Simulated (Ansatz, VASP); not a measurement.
## One calculation of HgSe (pbesol), two programs

```
Hg Se
1.0
     0.00000    3.06649    3.06649
     3.06649    0.00000    3.06649
     3.06649    3.06649    0.00000
Hg Se
1 1
Direct
  0.00000 0.00000 0.00000
  0.25000 0.25000 0.25000
```

Alike in both runs: functional PBEsol; k mesh 12 × 12 × 12; occupations gaussian, width 0.1 eV; no spin polarisation.

Ansatz relaxed the structure, and its values are those at the end. VASP's run is a single point on that final structure, the one shown.

|  | VASP | Ansatz |
| --- | --- | --- |
| version | VASP 6.6.1 | Ansatz 0.2.0 |
| potentials or method | VASP PAW PBE potentials, release 64 (Hg, Se) | scalar-relativistic, plane waves, PAW |
| plane-wave cutoff (eV) | 520 | 420 |
| valence electrons in the cell | 18 | 36 |

Ansatz gave:

| Property | Result |
| --- | --- |
| gap on the k mesh at the Fermi level (eV) | none |
| pressure (GPa) | 0.0 |

Problem. Which values does VASP return?

Solution. gap on the k mesh at the Fermi level (eV): none; pressure (GPa): 0.3.

A gap of «none» marks a metal or a gap that the smearing closes. The two sets of potentials don't hold the same shells in valence.

Caveats: the PAW data sets were made with another functional, which shifts forces and pressure a little (VASP). Spin-orbit coupling is left out, which matters for the levels of Hg.
